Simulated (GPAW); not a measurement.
# TiAl (Pm-3m) in GPAW: convergence with bands over the usual count

Aim: find how far bands over the usual count must go before the results for TiAl settle, at RPBE. This setting moves, with any that are tied to it; all else stays.

Program: GPAW 26.7.0. These are calculated values, not measurements. Logs are shortened: lines on timing, memory, paths and dates and some standing lists are left out, and cuts for length are marked. The log counts tension as positive stress, the text compression.

### Step 1. Starting point

Symmetry: Pm-3m, No. 221, cubic system. Conventional cell: a = 3.179 Å, b = 3.179 Å, c = 3.179 Å, α = 90.00°, β = 90.00°, γ = 90.00°. Ti (site symmetry m-3m) has 8 Al at 2.75 Å as nearest neighbours. Al (site symmetry m-3m) has 8 Ti at 2.75 Å as nearest neighbours.

The cell comes from a database or a generator and needn't be the stable form of this composition.

### Step 2. With bands over the usual count 0.72

Contents of run.py:

```python
from ase.dft.bandgap import bandgap
from ase.io import read, write
from ase.units import GPa
from gpaw import GPAW, PW

atoms = read('TiAl.xyz')

calc = GPAW(mode=PW(600),
            xc='RPBE',
            kpts={'size': (8, 8, 8), 'gamma': True},
            occupations={'name': 'fermi-dirac', 'width': 0.05},
            nbands=13,
            convergence={'density': 1e-05, 'energy': 1e-05},
            maxiter=100,
            txt='gpaw.txt')
atoms.calc = calc
energy = atoms.get_potential_energy()
forces = atoms.get_forces()
stress = atoms.get_stress()
calc.write('gs.gpw')
write('result.traj', atoms)
print(f'Energy: {energy:.6f} eV')
print('Forces (eV/A):')
print(forces.round(4))
print('Stress (GPa):', (stress / GPa).round(3))
print('Fermi level:', round(calc.get_fermi_level(), 4), 'eV')
print(f'Gap: {bandgap(calc)[0]:.4f} eV, direct: {bandgap(calc, direct=True)[0]:.4f} eV')
```

Contents of TiAl.xyz:

```xyz
2
Lattice="3.1790640000 0.0000000000 0.0000000000 0.0000000000 3.1790640000 0.0000000000 0.0000000000 0.0000000000 3.1790640000" Properties=species:S:1:pos:R:3 pbc="T T T"
Ti     0.0000000000      0.0000000000      0.0000000000
Al     1.5895320000      1.5895320000      1.5895320000
```

Potentials or basis: the program's PAW data sets (release 1.2.1) made for this functional, pw.

Started as:

```sh
OMP_NUM_THREADS=1 python run.py
```

Run time: 4.6 s. Hardware: 1 thread of AMD EPYC 9R45 (Zen 5), shared host; peak memory 0.15 GiB.

Results:

```yaml
Free_energy: -10.2673 eV
Pressure: 3.4 GPa
Band_gap_on_the_k_mesh: none (metal or under the smearing width)
```

### Step 3. With bands over the usual count 0.8

Changes to run.py since step 2:

```diff
@@ -11,3 +11,3 @@
             occupations={'name': 'fermi-dirac', 'width': 0.05},
-            nbands=13,
+            nbands=14,
             convergence={'density': 1e-05, 'energy': 1e-05},
```

TiAl.xyz is that of step 2.

Potentials or basis: the program's PAW data sets (release 1.2.1) made for this functional, pw.

Started as:

```sh
OMP_NUM_THREADS=1 python run.py
```

Run time: 4.6 s. Hardware: 1 thread of AMD EPYC 9R45 (Zen 5), shared host; peak memory 0.15 GiB.

Results (log left out):

```yaml
Free_energy: -10.2673 eV
Pressure: 3.4 GPa
Band_gap_on_the_k_mesh: none (metal or under the smearing width)
```

### Step 4. With bands over the usual count 0.9

Changes to run.py since step 3:

```diff
@@ -11,3 +11,3 @@
             occupations={'name': 'fermi-dirac', 'width': 0.05},
-            nbands=14,
+            nbands=16,
             convergence={'density': 1e-05, 'energy': 1e-05},
```

TiAl.xyz is that of step 3.

Started as:

```sh
OMP_NUM_THREADS=1 python run.py
```

It took 5 s on 1 thread of AMD EPYC 9R45 (Zen 5), shared host; peak memory 0.15 GiB.

The run converged. Its results:

```
Free energy            : -10.2673 eV
Pressure               : 3.4 GPa
Band gap on the k mesh : none (metal or under the smearing width)
```

### Step 5. With bands over the usual count 1

Changes to run.py since step 4:

```diff
@@ -11,3 +11,3 @@
             occupations={'name': 'fermi-dirac', 'width': 0.05},
-            nbands=16,
+            nbands=17,
             convergence={'density': 1e-05, 'energy': 1e-05},
```

TiAl.xyz is that of step 4.

Started as:

```sh
OMP_NUM_THREADS=1 python run.py
```

It took 5.2 s on 1 thread of AMD EPYC 9R45 (Zen 5), shared host; peak memory 0.15 GiB.

It converged, with:

- Free energy: -10.2673 eV
- Pressure: 3.4 GPa
- Band gap on the k mesh: none (metal or under the smearing width)

### Step 6. With bands over the usual count 1.3

Changes to run.py since step 5:

```diff
@@ -11,3 +11,3 @@
             occupations={'name': 'fermi-dirac', 'width': 0.05},
-            nbands=17,
+            nbands=22,
             convergence={'density': 1e-05, 'energy': 1e-05},
```

TiAl.xyz is that of step 5.

Potentials or basis: the program's PAW data sets (release 1.2.1) made for this functional, pw.

Started as:

```sh
OMP_NUM_THREADS=1 python run.py
```

Run time: 6.2 s. Hardware: 1 thread of AMD EPYC 9R45 (Zen 5), shared host; peak memory 0.15 GiB.

It converged, with:

| Item | Value |
| --- | --- |
| Free energy | -10.2673 eV |
| Pressure | 3.4 GPa |
| Band gap on the k mesh | none (metal or under the smearing width) |

### Step 7. With bands over the usual count 1.7

Changes to run.py since step 6:

```diff
@@ -11,3 +11,3 @@
             occupations={'name': 'fermi-dirac', 'width': 0.05},
-            nbands=22,
+            nbands=29,
             convergence={'density': 1e-05, 'energy': 1e-05},
```

TiAl.xyz is that of step 6.

Started as:

```sh
OMP_NUM_THREADS=1 python run.py
```

Wall time 7.9 s (1 thread of AMD EPYC 9R45 (Zen 5), shared host); peak memory 0.16 GiB.

The run converged. Its results:

| Quantity | Value |
| --- | --- |
| Free energy | -10.2673 eV |
| Pressure | 3.4 GPa |
| Band gap on the k mesh | none (metal or under the smearing width) |

### Step 8. With bands over the usual count 2.5

Changes to run.py since step 7:

```diff
@@ -11,3 +11,3 @@
             occupations={'name': 'fermi-dirac', 'width': 0.05},
-            nbands=29,
+            nbands=43,
             convergence={'density': 1e-05, 'energy': 1e-05},
```

TiAl.xyz is that of step 7.

Potentials or basis: the program's PAW data sets (release 1.2.1) made for this functional, pw.

Started as:

```sh
OMP_NUM_THREADS=1 python run.py
```

gpaw.txt:

```text
__  _  _
 | _ |_)|_||  |
 |__||  | ||/\| - 26.7.0

Input parameters:
  mode=PW(ecut=600.0),
  convergence={'density': 1e-05, 'energy': 1e-05},
  kpts=MonkhorstPack(size=(8, 8, 8), gamma=True),
  maxiter=100,
  nbands=43,
  occupations=Occupations(name='fermi-dirac', width=0.05),
  xc=XC(name='RPBE')

Diagonalizing LCAO Hamiltonian
Converting LCAO to pw mode
   .-------.
  /|       |
 * |       |
 | |  Al   |
 | .-------.
 |/       /
 Ti------*

Atoms  # Å, Bohr magnetons
|   | symbol |        x |        y |        z |    initial magnetic moments |
|---|--------|----------|----------|----------|-----------------------------|
| 0 |     Ti | 0.000000 | 0.000000 | 0.000000 | ( 0.0000,  0.0000,  0.0000) |
| 1 |     Al | 1.589532 | 1.589532 | 1.589532 | ( 0.0000,  0.0000,  0.0000) |

Unit cell  # Å
| periodic |        x |        y |        z |  lengths |    angles |
|----------|----------|----------|----------|----------|-----------|
|      yes | 3.179064 | 0.000000 | 0.000000 | 3.179064 | 90.000000 |
|      yes | 0.000000 | 3.179064 | 0.000000 | 3.179064 | 90.000000 |
|      yes | 0.000000 | 0.000000 | 3.179064 | 3.179064 | 90.000000 |

Number of symmetries: 48
Symmetry operations  # r_c * U_cc + t_c -> r_c
|    | kind |            matrix            |
|----|------|------------------------------|
|  0 |  E   |  1, 0, 0,  0, 1, 0,  0, 0, 1 |
|  1 |  σ   |  1, 0, 0,  0, 1, 0,  0, 0,-1 |
|  2 |  σ   |  1, 0, 0,  0, 0, 1,  0, 1, 0 |
|  3 |  C4  |  1, 0, 0,  0, 0, 1,  0,-1, 0 |
|  4 |  C4  |  1, 0, 0,  0, 0,-1,  0, 1, 0 |
|  5 |  σ   |  1, 0, 0,  0, 0,-1,  0,-1, 0 |
|  6 |  σ   |  1, 0, 0,  0,-1, 0,  0, 0, 1 |
|  7 |  C2  |  1, 0, 0,  0,-1, 0,  0, 0,-1 |
|  8 |  σ   |  0, 1, 0,  1, 0, 0,  0, 0, 1 |
|  9 |  C2  |  0, 1, 0,  1, 0, 0,  0, 0,-1 |
| 10 |  C3  |  0, 1, 0,  0, 0, 1,  1, 0, 0 |
| 11 |  S6  |  0, 1, 0,  0, 0, 1, -1, 0, 0 |
| 12 |  S6  |  0, 1, 0,  0, 0,-1,  1, 0, 0 |
| 13 |  C3  |  0, 1, 0,  0, 0,-1, -1, 0, 0 |
| 14 |  C4  |  0, 1, 0, -1, 0, 0,  0, 0, 1 |
| 15 |  S4  |  0, 1, 0, -1, 0, 0,  0, 0,-1 |
| 16 |  C3  |  0, 0, 1,  1, 0, 0,  0, 1, 0 |
| 17 |  S6  |  0, 0, 1,  1, 0, 0,  0,-1, 0 |
| 18 |  σ   |  0, 0, 1,  0, 1, 0,  1, 0, 0 |
| 19 |  C4  |  0, 0, 1,  0, 1, 0, -1, 0, 0 |
| 20 |  C2  |  0, 0, 1,  0,-1, 0,  1, 0, 0 |
| 21 |  S4  |  0, 0, 1,  0,-1, 0, -1, 0, 0 |
| 22 |  S6  |  0, 0, 1, -1, 0, 0,  0, 1, 0 |
| 23 |  C3  |  0, 0, 1, -1, 0, 0,  0,-1, 0 |
| 24 |  S6  |  0, 0,-1,  1, 0, 0,  0, 1, 0 |
| 25 |  C3  |  0, 0,-1,  1, 0, 0,  0,-1, 0 |
| 26 |  C4  |  0, 0,-1,  0, 1, 0,  1, 0, 0 |
| 27 |  σ   |  0, 0,-1,  0, 1, 0, -1, 0, 0 |
| 28 |  S4  |  0, 0,-1,  0,-1, 0,  1, 0, 0 |
| 29 |  C2  |  0, 0,-1,  0,-1, 0, -1, 0, 0 |
| 30 |  C3  |  0, 0,-1, -1, 0, 0,  0, 1, 0 |
| 31 |  S6  |  0, 0,-1, -1, 0, 0,  0,-1, 0 |
| 32 |  C4  |  0,-1, 0,  1, 0, 0,  0, 0, 1 |
| 33 |  S4  |  0,-1, 0,  1, 0, 0,  0, 0,-1 |
| 34 |  S6  |  0,-1, 0,  0, 0, 1,  1, 0, 0 |
| 35 |  C3  |  0,-1, 0,  0, 0, 1, -1, 0, 0 |
| 36 |  C3  |  0,-1, 0,  0, 0,-1,  1, 0, 0 |
| 37 |  S6  |  0,-1, 0,  0, 0,-1, -1, 0, 0 |
| 38 |  σ   |  0,-1, 0, -1, 0, 0,  0, 0, 1 |
| 39 |  C2  |  0,-1, 0, -1, 0, 0,  0, 0,-1 |
| 40 |  σ   | -1, 0, 0,  0, 1, 0,  0, 0, 1 |
| 41 |  C2  | -1, 0, 0,  0, 1, 0,  0, 0,-1 |
| 42 |  C2  | -1, 0, 0,  0, 0, 1,  0, 1, 0 |
| 43 |  S4  | -1, 0, 0,  0, 0, 1,  0,-1, 0 |
| 44 |  S4  | -1, 0, 0,  0, 0,-1,  0, 1, 0 |
| 45 |  C2  | -1, 0, 0,  0, 0,-1,  0,-1, 0 |
| 46 |  C2  | -1, 0, 0,  0,-1, 0,  0, 0, 1 |
| 47 |  i   | -1, 0, 0,  0,-1, 0,  0, 0,-1 |

BZ-sampling:
  Number of BZ points: 512
  Number of IBZ points: 35

  Monkhorst-Pack size: [8, 8, 8]
  Monkhorst-Pack shift: [0.0625, 0.0625, 0.0625]

K-points  # in reciprocal-cell coordinates
|     |                                coordinates |     weight |
|-----|--------------------------------------------|------------|
|   0 | (  0.00000000,   0.00000000,   0.00000000) | 0.00195312 |
|   1 | (  0.12500000,   0.00000000,   0.00000000) | 0.01171875 |
|   2 | (  0.12500000,   0.12500000,   0.00000000) | 0.02343750 |
|   3 | (  0.12500000,   0.12500000,   0.12500000) | 0.01562500 |
|   4 | (  0.25000000,   0.00000000,   0.00000000) | 0.01171875 |
|   5 | (  0.25000000,   0.12500000,   0.00000000) | 0.04687500 |
|   6 | (  0.25000000,   0.12500000,   0.12500000) | 0.04687500 |
|   7 | (  0.25000000,   0.25000000,   0.00000000) | 0.02343750 |
|   8 | (  0.25000000,   0.25000000,   0.12500000) | 0.04687500 |
|   9 | (  0.25000000,   0.25000000,   0.25000000) | 0.01562500 |
| ... |                                            |            |
|  34 | (  0.50000000,   0.50000000,   0.50000000) | 0.00195312 |

Plane wave coefficients: 1108
Cutoff: 600.0 eV

Spin-components: 1 (collinear spins)
Bands:           43
Projectors:      11
Spin-degeneracy: 2
Datatype:        complex128

Parallelization:
  kpt:    1
  domain: 1
  band:   1

Density:
  Valence electrons: 15.0
  Components: 1
  Grid points: [18 18 18]
  Charge: 0.0  # |e|

Potential:
  Grid points: [18 18 18]

species:
  Ti:
    name:    Titanium
    Z:       22.0
    valence: 12
    core:    10
    charge:  0.0  # [|e|]
    compensation charges:
      type: gauss
      rc: 0.38  # [Å]
      lmax: 2
    cutoffs:
      filter: 2.23  # [Å]
      core: 1.02  # [Å]
    projectors
    | kind |    occ | energy [eV] | rcut [Å] |
    |------|--------|-------------|----------|
    |   3s |  2.000 |     -62.726 |    1.270 |
    |   4s |  2.000 |      -4.420 |    1.270 |
    |   3p |  6.000 |     -38.898 |    1.058 |
    |   4p |  0.000 |      -1.472 |    1.058 |
    |   3d |  2.000 |      -4.207 |    1.058 |
    |    d |        |      23.004 |    1.058 |

    Using partial waves for Ti as LCAO basis

  Al:
    name:    Aluminium
    Z:       13.0
    valence: 3
    core:    10
    charge:  0.0  # [|e|]
    compensation charges:
      type: gauss
      rc: 0.34  # [Å]
      lmax: 2
    cutoffs:
      filter: 1.91  # [Å]
      core: 2.36  # [Å]
    projectors
    | kind |    occ | energy [eV] | rcut [Å] |
    |------|--------|-------------|----------|
    |   3s |  2.000 |      -7.732 |    1.085 |
    |   3p |  1.000 |      -2.717 |    1.085 |
    |    s |        |      19.479 |    1.085 |
    |    p |        |      24.495 |    1.085 |
    |    d |        |       0.000 |    1.085 |

    Using partial waves for Al as LCAO basis

Reference energy: -29835.410592  # eV

eigensolver:
  PPCG
  Converge bands: occupied
  niter=2

density mixing:
  MSR1-Mixer
  Pratt-step length: 0.05
  Maximum mixing coefficient: 0.75
  Old densities: 10
  SVD Regularization: 0.005
  Good broyden scale: 1.0
  Trust region scale: 1.0
  Backstep threshold: 4.0
  History deletion threshold: 6.0
  Fourier metric: weight=20.0, sigma=0.015

occupation numbers:
  Fermi-Dirac:
    width: 0.0500  # eV

poisson solver:
  ecut: 4800.0  # eV

xc functional:
  name: RPBE with 2 nearest neighbor stencil

convergence criteria:
[... 6 lines left out ...]
|iter     | |      energy | eigst |  dens |
|---------|-|-------------|-------|-------|
|iter:   1| |  -10.350840 | +0.41 |       |
|iter:   2| |  -10.376966 | -2.24 | -1.18 |
|iter:   3| |  -10.306399 | -2.50 | -1.20 |
|iter:   4| |  -10.256932 | -3.38 | -1.62 |
|iter:   5| |  -10.255918 | -4.25 | -1.94 |
|iter:   6| |  -10.256124 | -4.73 | -2.74 |
|iter:   7| |  -10.256132 | -6.68 | -3.38 |
|iter:   8| |  -10.256134c| -7.80c| -4.11 |
|iter:   9| |  -10.256134c| -9.13c| -5.30c|

Converged in 9 steps
Energy contributions relative to reference atoms: (reference = -29835.410592)

Energy contributions:
  Kinetic:          12.987500
  Coulomb:         -10.025772
  Zero:             -0.019460
  External:          0.000000
  Xc:              -13.187258
  Entropy:          -0.022287
  Spinorbit:         0.000000
  ----------------------------
  Free energy:     -10.267278
  Extrapolated:    -10.256134

dipole moment: (-10.080474, -10.080474, -10.080474)  # |e|*Ang

Fermi level: 8.541
Eigenvalues  # (at kpt = [0.000, 0.000, 0.000])
| band index |      eig [eV] | occ [0-2] |
|------------|---------------|-----------|
|          0 |       -48.490 |     2.000 |
|          1 |       -24.634 |     2.000 |
|          2 |       -24.634 |     2.000 |
|          3 |       -24.634 |     2.000 |
|          4 |        -0.750 |     2.000 |
|          5 |         7.085 |     2.000 |
|          6 |         7.085 |     2.000 |
|          7 |        10.369 |     0.000 |
|          8 |        10.369 |     0.000 |
|          9 |        10.369 |     0.000 |
|         10 |        12.955 |     0.000 |
|         11 |        12.955 |     0.000 |
|         12 |        12.955 |     0.000 |
|         13 |        17.292 |     0.000 |
|         14 |        17.292 |     0.000 |
|        ... |               |           |
|         42 |        64.216 |     0.000 |

No gap
No difference between direct/indirect transitions

Forces  # eV/Ang
|       x |       y |       z |
|---------|---------|---------|
| 0.00000 | 0.00000 | 0.00000 |  # Ti   0
| 0.00000 | 0.00000 | 0.00000 |  # Al   1

Stress tensor  # eV/Ang^3
|         x |         y |         z |
|-----------|-----------|-----------|
| -0.021386 |  0.000000 |  0.000000 |
|  0.000000 | -0.021386 |  0.000000 |
|  0.000000 |  0.000000 | -0.021386 |

# Writing to gs.gpw (mode='')
```

Wall time 11 s (1 thread of AMD EPYC 9R45 (Zen 5), shared host); peak memory 0.17 GiB.

Results:

- Free energy: -10.2673 eV
- Pressure: 3.4 GPa
- Band gap on the k mesh: none (metal or under the smearing width)

### Step 9. Result

```tsv
bands over the usual count	energy less the tightest run, at zero smearing (meV/atom)	SCF cycles	CPU time (s)	peak memory (GiB)
0.72	0.00	9	4.6	0.15
0.8	0.00	9	4.6	0.15
0.9	0.00	9	5	0.15
1	0.00	9	5.2	0.15
1.3	0.00	9	6.2	0.15
1.7	0.00	9	7.9	0.16
2.5	0.00	9	11	0.17
```

Against the tightest run, the energy stays within 1 meV/atom from 0.72 on. The tightest run that finished is the yardstick and may itself not be fully converged.
